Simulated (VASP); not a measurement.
# BN (P6_3/mmc) in VASP: notebook

The runs below take BN through relaxation of cell and atoms, vibrations by finite differences, with PBE+D3(BJ).

All numbers are computed with VASP 6.6.1; they aren't measurements. Logs are shortened: lines on timing, memory, paths and dates and some standing lists are left out, and cuts for length are marked.

### Step 1. Starting point

The structure is hexagonal, space group P6_3/mmc (No. 194). The conventional cell has a = 2.498 Å, b = 2.498 Å, c = 6.636 Å, α = 90.00°, β = 90.00°, γ = 120.00°. Around B (site symmetry -6m2) lie 3 N at 1.44 Å. N (site symmetry -6m2) has 3 B at 1.44 Å as nearest neighbours.

### Step 2. Relaxation of cell and atoms, PBE+D3(BJ)

INCAR reads:

```
SYSTEM = BN
  PREC = Accurate
  ENCUT = 520
  EDIFF = 1E-7
  ISMEAR = 0
  SIGMA = 0.02
  LREAL = .False.
  LASPH = .True.
  NELM = 80
  ALGO = Normal
  ISIF = 3
  LWAVE = .False.
  LCHARG = .False.
  GGA = PE
  IVDW = 12
  IBRION = 2
  NSW = 80
  EDIFFG = -0.002
  KPAR = 4
```

KPOINTS reads:

```
regular mesh
0
Gamma
  21 21 8
  0 0 0
```

POSCAR reads:

```
BN
1.0
    2.4982400000      0.0000000000      0.0000000000
   -1.2491200000      2.1635393000      0.0000000000
    0.0000000000      0.0000000000      6.6357000000
B N
2 2
Direct
    0.3333333300      0.6666666700      0.2500000000
    0.6666666700      0.3333333300      0.7500000000
    0.3333333300      0.6666666700      0.7500000000
    0.6666666700      0.3333333300      0.2500000000
```

Potentials or basis: VASP PAW PBE potentials, release 64 (B, N).

The run is started by

```
> cat potpaw_PBE.64/B/POTCAR potpaw_PBE.64/N/POTCAR > POTCAR
> mpirun -np 4 vasp_std > vasp.out
```

OUTCAR:

```text
SYSTEM = BN
   PREC = Accurate
   ENCUT = 520
   EDIFF = 1E-7
   ISMEAR = 0
   LREAL = .False.
   LASPH = .True.
   NELM = 80
   ISIF = 3
   GGA = PE
   IVDW = 12
   IBRION = 2
   NSW = 80
   EDIFFG = -0.002
 IVDW          = 12

 ion  position               nearest neighbor table
   1  0.333  0.667  0.250-   4 1.44   4 1.44   4 1.44
   2  0.667  0.333  0.750-   3 1.44   3 1.44   3 1.44
   3  0.333  0.667  0.750-   2 1.44   2 1.44   2 1.44
   4  0.667  0.333  0.250-   1 1.44   1 1.44   1 1.44

  LATTYP: Found a hexagonal cell.
 ALAT       =     2.4982400000
 C/A-ratio  =     2.6561499296

  Lattice vectors:

 A1 = (   2.4982400000,   0.0000000000,   0.0000000000)
 A2 = (  -1.2491200000,   2.1635393000,   0.0000000000)
 A3 = (   0.0000000000,   0.0000000000,   6.6357000000)

Analysis of symmetry for initial positions (statically):
=====================================================================
 Subroutine PRICEL returns:
 Original cell was already a primitive cell.

 Routine SETGRP: Setting up the symmetry group for a
 hexagonal supercell.

 Subroutine GETGRP returns: Found 24 space group operations
 (whereof 12 operations were pure point group operations)
 out of a pool of 24 trial point group operations.

The static configuration has the point symmetry D_3d.
 The point group associated with its full space group is D_6h.

Analysis of symmetry for dynamics (positions and initial velocities):
=====================================================================
 Subroutine PRICEL returns:
 Original cell was already a primitive cell.

 Routine SETGRP: Setting up the symmetry group for a
 hexagonal supercell.

 Subroutine GETGRP returns: Found 24 space group operations
 (whereof 12 operations were pure point group operations)
 out of a pool of 24 trial point group operations.

The dynamic configuration has the point symmetry D_3d.
 The point group associated with its full space group is D_6h.

 Subroutine INISYM returns: Found 24 space group operations
 (whereof 12 operations are pure point group operations),
 and found     1 'primitive' translations

----------------------------------------------------------------------------------------

                                     Primitive cell

  volume of cell :      35.8662

  direct lattice vectors                    reciprocal lattice vectors
     2.498240000  0.000000000  0.000000000     0.400281798  0.231102805  0.000000000
    -1.249120000  2.163539300  0.000000000     0.000000000  0.462205609  0.000000000
     0.000000000  0.000000000  6.635700000     0.000000000  0.000000000  0.150700002

  length of vectors
     2.498240000  2.498239996  6.635700000     0.462205608  0.462205609  0.150700002

  position of ions in fractional coordinates (direct lattice)
     0.333333330  0.666666670  0.250000000
     0.666666670  0.333333330  0.750000000
     0.333333330  0.666666670  0.750000000
     0.666666670  0.333333330  0.250000000

  ion indices of the primitive-cell ions
   primitive index   ion index
                 1           1
                 2           2
                 3           3
                 4           4

----------------------------------------------------------------------------------------

 KPOINTS: regular mesh

Automatic generation of k-mesh.
 Grid dimensions read from file:
 generate k-points for:   21   21    8

 Generating k-lattice:

  Cartesian coordinates                     Fractional coordinates (reciprocal lattice)
     0.019061038  0.011004895  0.000000000     0.047619048 -0.000000000  0.000000000
     0.000000000  0.022009791  0.000000000     0.000000000  0.047619048  0.000000000
     0.000000000  0.000000000  0.018837500     0.000000000  0.000000000  0.125000000

  Length of vectors
     0.022009791  0.022009791  0.018837500

  Shift w.r.t. Gamma in fractional coordinates (k-lattice)
     0.000000000  0.000000000  0.000000000

 Subroutine IBZKPT returns following result:
 ===========================================

 Found    240 irreducible k-points:

 Following reciprocal coordinates:
            Coordinates               Weight
  0.000000  0.000000  0.000000      1.000000
  0.047619  0.000000  0.000000      6.000000
  0.095238  0.000000  0.000000      6.000000
  0.142857  0.000000  0.000000      6.000000
  0.190476  0.000000  0.000000      6.000000
  0.238095  0.000000  0.000000      6.000000
[... 16 lines left out ...]
  0.142857  0.095238  0.000000     12.000000
  0.190476  0.095238  0.000000     12.000000
 [... further k-points ...]
   k-points           NKPTS =    240   k-points in BZ     NKDIM =    240   number of bands    NBANDS=     12
   number of dos      NEDOS =    301   number of ions     NIONS =      4
   total plane-waves  NPLWV =  20000
   dimension x,y,z NGX =    20 NGY =   20 NGZ =   50
   dimension x,y,z NGXF=    40 NGYF=   40 NGZF=  100
   ions per type =               2   2
   NGX,Y,Z   is equivalent  to a cutoff of  13.31, 13.31, 12.53 a.u.
   NGXF,Y,Z  is equivalent  to a cutoff of  26.62, 26.62, 25.05 a.u.
 SYSTEM =  BN
   PREC   = accura    normal or accurate (medium, high low for compatibility)
   ISTART =      0    job   : 0-new  1-cont  2-samecut
   ICHARG =      2    charge: 1-file 2-atom 10-const
   ISPIN  =      1    spin polarized calculation?
   LNONCOLLINEAR =      F non collinear calculations
   LSORBIT =      F    spin-orbit coupling
   LASPH  =      T    aspherical Exc in radial PAW
   ENCUT  =  520.0 eV  38.22 Ry    6.18 a.u.   4.65  4.65 12.34*2*pi/ulx,y,z
   NELM   =     80;   NELMIN=  2; NELMDL= -5     # of ELM steps
   EDIFF  = 0.1E-06   stopping-criterion for ELM
   LREAL  =      F    real-space projection
   EDIFFG = -.2E-02   stopping-criterion for IOM
   NSW    =     80    number of steps for IOM
   IBRION =      2    ionic relax: 0-MD 1-quasi-New 2-CG
   NFREE  =      1    steps in history (QN), initial steepest desc. (CG)
   ISIF   =      3    stress and relaxation
   ISYM   =      2    0-nonsym 1-usesym 2-fastsym
   POTIM  = 0.5000    time-step for ionic-motion
   TEBEG  =    0.0;   TEEND  =   0.0 temperature during run
   PSTRESS=    0.0 pullay stress
   NELECT =      16.0000    total number of electrons
   NUPDOWN=      -1.0000    fix difference up-down
   EMIN   =  10.00;   EMAX   =-10.00  energy-range for DOS
   EFERMI =   0.00;   METHOD = LEGACY
   ISMEAR =     0;   SIGMA  =   0.02  broadening in eV -4-tet -1-fermi 0-gaus
   EFERMI_NEDOS =   21; number of points for ismear=-14 and -15
   IALGO  =     38    algorithm
   IMIX   =      4    mixing-type and parameters
     AMIX     =   0.40;   BMIX     =  1.00
     AMIX_MAG =   1.60;   BMIX_MAG =  1.00
  volume/ion in A,a.u.               =       8.97        60.51
  Fermi-wavevector in a.u.,A,eV,Ry     =   1.250891  2.363842 21.289433  1.564729
  Thomas-Fermi vector in A             =   2.384864
   LORBIT       =      0    0 simple, 1 ext, 2 COOP (PROOUT), +10 PAW based schemes
   GGA     = PE    functional components
   LHFCALC =     F    Hartree Fock is set to
   AEXX    =    0.0000 exact exchange contribution
   IVDW    =    12    specifies the selected vdW correction
   LEPSILON=     F    determine dielectric tensor
   LRPA    =     F    only Hartree local field effects (RPA)
 conjugate gradient relaxation of ions
 non-spin polarized calculation
 Gauss-broadening in eV      SIGMA  =   0.02
  energy-cutoff  :      520.00
  volume of cell :       35.87
 maximum number of plane-waves:       991
 NGX is ok and might be reduce to    20
   NGX =  9   NGY =  9   NGZ = 25

--------------------------------------- Ionic step        1  -------------------------------------------

 number of electron      15.9999997 magnetization

 Free energy of the ion-electron system (eV)
  ---------------------------------------------------
  ext. energy  EPLUGINS =         0.00000000
  ---------------------------------------------------
  free energy    TOTEN  =       -35.14691454 eV

  energy without entropy =      -35.14691454  energy(sigma->0) =      -35.14691454

------------------------ aborting loop because EDIFF is reached ----------------------------------------

 Edisp (eV)   -0.56768

 E8    (eV) :    -0.1663

  FORCE on cell =-STRESS in cart. coord.  units (eV):
  Direction    XX          YY          ZZ          XY          YZ          ZX
  --------------------------------------------------------------------------------------
  -------------------------------------------------------------------------------------
  Total       0.84036     0.84036    -0.05587     0.00000     0.00000     0.00000
  in kB      37.53957    37.53957    -2.49554     0.00000     0.00000     0.00000
  external pressure =       24.19 kB  Pullay stress =        0.00 kB
[... 103 lines left out ...]
  FREE ENERGIE OF THE ION-ELECTRON SYSTEM (eV)
  ---------------------------------------------------
  free  energy   TOTEN  =       -35.7174795231 eV

  energy  without entropy=      -35.7174795231  energy(sigma->0) =      -35.71747952

[... ionic steps 4 to 8 ...]

--------------------------------------- Ionic step        9  -------------------------------------------

 number of electron      15.9999997 magnetization

------------------------ aborting loop because EDIFF is reached ----------------------------------------

 Edisp (eV)   -0.56908

 E8    (eV) :    -0.1668
[... 73 lines left out ...]
  energy  without entropy=      -35.7176440870  energy(sigma->0) =      -35.71764409

--------------------------------------- Ionic step       11  -------------------------------------------

 number of electron      15.9999997 magnetization

 Free energy of the ion-electron system (eV)
  ---------------------------------------------------
  ext. energy  EPLUGINS =         0.00000000
  ---------------------------------------------------
  free energy    TOTEN  =       -35.14862701 eV

  energy without entropy =      -35.14862701  energy(sigma->0) =      -35.14862701

 E-fermi :   2.5043     XC(G=0): -10.1179

 val. band max:        2.3670295097   @ k =   0.3333   0.2857   0.0000
 cond. band min:       6.6082482275   @ k =   0.4762   0.0476   0.0000
 fundamental gap:      4.2412187178
 Fermi energy:         2.5042674939

 k-point     1 :       0.0000    0.0000    0.0000
  band No.  band energies     occupation
      1     -15.4619      2.00000
      2     -15.1480      2.00000
      3      -3.9080      2.00000
      4      -1.6932      2.00000
      5       0.9910      2.00000
      6       0.9910      2.00000
      7       1.0316      2.00000
      8       1.0316      2.00000
      9       7.6396      0.00000
     10      12.7277      0.00000
     11      13.8423      0.00000
     12      13.8423      0.00000
[... 331 lines left out ...]
 k-point    24 :       0.1905    0.0952    0.0000
  band No.  band energies     occupation
      1     -14.2688      2.00000
      2     -14.0014      2.00000
      3      -2.6106      2.00000
      4      -2.5631      2.00000
      5      -2.2502      2.00000
      6      -0.9462      2.00000
      7      -0.8861      2.00000
      8      -0.2403      2.00000
      9       9.5637      0.00000
     10      11.2205      0.00000
     11      11.5836      0.00000
     12      13.6263      0.00000

 [... further k-points ...]

------------------------ aborting loop because EDIFF is reached ----------------------------------------

 Edisp (eV)   -0.56904

 E8    (eV) :    -0.1668

  FORCE on cell =-STRESS in cart. coord.  units (eV):
  Direction    XX          YY          ZZ          XY          YZ          ZX
  --------------------------------------------------------------------------------------
  -------------------------------------------------------------------------------------
  Total       0.00121     0.00121     0.00028     0.00000     0.00000     0.00000
  in kB       0.05425     0.05425     0.01238     0.00000     0.00000     0.00000
  external pressure =        0.04 kB  Pullay stress =        0.00 kB
[... 19 lines left out ...]
  FREE ENERGIE OF THE ION-ELECTRON SYSTEM (eV)
  ---------------------------------------------------
  free  energy   TOTEN  =       -35.7176690907 eV

  energy  without entropy=      -35.7176690907  energy(sigma->0) =      -35.71766909

 reached required accuracy - stopping structural energy minimisation
```

It took 69 s on 4 MPI ranks of Intel Xeon 6975P-C (Granite Rapids), shared host; peak memory 0.23 GiB.

What came out:

| Item | Value |
| --- | --- |
| Free energy | -35.7177 eV |
| Relaxed volume | 8.96 Å³/atom |
| Relaxed cell | a = 2.507 Å, b = 2.507 Å, c = 6.585 Å, α = 90.00°, β = 90.00°, γ = 120.00° |
| Space group after relaxing (to 0.05 Å) | P6_3/mmc (No. 194) |
| Energy gained by relaxing | 0.8 meV/atom |
| Ionic steps | 11 |
| Pressure after relaxing | 0.0 GPa |
| Band gap on the k mesh | 4.24 eV, indirect (least direct gap 4.63 eV) |
| Dispersion energy per atom | -0.142 eV |

Step by step:
| step | energy change (eV) | largest force (eV/Å) | pressure (GPa) | volume (Å³) |
| --- | --- | --- | --- | --- |
| 1 | 0.0000 | 0.0000 | 2.42 | 35.87 |
| 2 | 0.0077 | 0.0000 | -4.69 | 36.57 |
| 3 | -0.0029 | 0.0000 | -0.09 | 36.11 |
| 4 | -0.0029 | 0.0000 | -0.04 | 36.10 |
| 5 | -0.0029 | 0.0000 | -0.03 | 36.08 |
| 6 | -0.0030 | 0.0000 | -0.02 | 36.03 |
| 7 | -0.0031 | 0.0000 | 0.01 | 35.92 |
| 8 | -0.0030 | 0.0000 | 0.06 | 35.70 |
| 9 | -0.0031 | 0.0000 | 0.03 | 35.84 |
| 10 | -0.0031 | 0.0000 | -0.23 | 35.86 |
| 11 | -0.0031 | 0.0000 | 0.00 | 35.84 |

Final structure:
```cif
data_structure
_symmetry_space_group_name_H-M 'P 1'
_symmetry_Int_Tables_number 1
_cell_length_a 2.5068
_cell_length_b 2.5068
_cell_length_c 6.5854
_cell_angle_alpha 90.000
_cell_angle_beta 90.000
_cell_angle_gamma 120.000
_cell_volume 35.84
loop_
_atom_site_label
_atom_site_type_symbol
_atom_site_fract_x
_atom_site_fract_y
_atom_site_fract_z
_atom_site_occupancy
B1 B 0.33333 0.66667 0.25000 1
B2 B 0.66667 0.33333 0.75000 1
N1 N 0.33333 0.66667 0.75000 1
N2 N 0.66667 0.33333 0.25000 1
```

Levels at points of the mesh, in eV from the valence-band top:
| k point | band 5 | band 6 | band 7 | band 8 | band 9 | band 10 | band 11 | band 12 |
| --- | --- | --- | --- | --- | --- | --- | --- | --- |
| (0.00, 0.00, 0.00) | -1.38 | -1.38 | -1.34 | -1.34 | 5.27 | 10.36 | 11.48 | 11.48 |
| (0.00, 0.00, 0.50) | -1.36 | -1.36 | -1.36 | -1.36 | 7.68 | 7.68 | 11.54 | 11.54 |

Caveat: an odd mesh through Γ misses points on the zone boundary, where band edges often lie.

(Continued in part 2 of 2.)
